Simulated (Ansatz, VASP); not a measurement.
AlN: VASP beside Ansatz

Contents of INCAR:

```
ALGO     = Normal         # electronic algorithm
EDIFF    = 1E-6           # SCF threshold, eV
ENCUT    = 520            # plane-wave cutoff, eV
GGA      = PE             # functional
ISIF     = 2              # what is computed and relaxed
ISMEAR   = 0              # smearing method
LASPH    = True           # aspherical terms in the spheres
LCHARG   = False          # write CHGCAR
LREAL    = False          # projectors in reciprocal space
LWAVE    = False          # write WAVECAR
NBANDS   = 16             # bands
NELM     = 60             # most SCF steps
PREC     = Accurate       # precision mode
SIGMA    = 0.05           # smearing width, eV
```

KPOINTS

```
k-points
0
Gamma
  6 6 6
```

File POSCAR:

```
AlN
1.0
    0.0000000000     -2.2015682416     -2.2015682416
   -2.2015682416      0.0000000000     -2.2015682416
    2.2015682416      2.2015682416     -4.4031364832
Al N
2 2
Direct
   -0.0197851797      0.0689084462     -0.0035370201
    0.5127111395      0.4240175136      0.4964629799
    0.3672541549      0.4467281151      0.8818133250
    0.8963724952      0.8168985349      0.3818133250
```

Input for Ansatz:

```yaml
crystal:
  lattice:
    - [0.0, -2.2015682416, -2.2015682416]
    - [-2.2015682416, 0.0, -2.2015682416]
    - [2.2015682416, 2.2015682416, -4.4031364832]
  atoms:
    - { symbol: Al, position: [-0.0197851797, 0.0689084462, -0.0035370201] }
    - { symbol: Al, position: [0.5127111395, 0.4240175136, 0.4964629799] }
    - { symbol: "N", position: [0.3672541549, 0.4467281151, 0.881813325] }
    - { symbol: "N", position: [0.8963724952, 0.8168985349, 0.381813325] }
basis:
  ecutwfc: 520.0
kpoints:
  mp_grid: { grid: [6, 6, 6] }
hamiltonian:
  xc: pbe
scf:
  occupations: { method: gaussian, width: 0.05 }
output:
  forces: true
  stress: true
  eigenvalues: true
```

Change from the starting cell: mode 4 frozen in at -0.205 Å and mode 10 at -0.060 Å (largest displacements).

Alike in both runs: task single point; functional PBE; k mesh 6 × 6 × 6; occupations gaussian, width 0.05 eV; no spin polarisation.

|  | VASP | Ansatz |
| --- | --- | --- |
| version | VASP 6.6.1 | Ansatz 0.2.0 |
| potentials or method | VASP PAW PBE potentials, release 64 (Al, N) | scalar-relativistic, plane waves, PAW |
| plane-wave cutoff (eV) | 520 | 520 |
| valence electrons in the cell | 16 | 16 |

Ansatz gave:

| Item | Value |
| --- | --- |
| gap on the k mesh at the Fermi level (eV) | 2.93 |
| least direct gap on the mesh (eV) | 3.38 |
| pressure (GPa) | 0.2 |
| largest component of the traceless stress (GPa) | 4.70 |
| rms of the force components (eV/Å) | 0.897 |

Q: What did VASP give for the same quantities?

A: gap on the k mesh at the Fermi level (eV): 2.92; least direct gap on the mesh (eV): 3.39; pressure (GPa): 0.0; largest component of the traceless stress (GPa): 4.73; rms of the force components (eV/Å): 0.900.

Atom by atom the forces differ by 0.003 eV/Å (rms over components).

Caveats: forces of over 1 eV/Å show positions far from the minimum, so gaps and moduli don't describe the material at rest. A k mesh can miss the band edges.
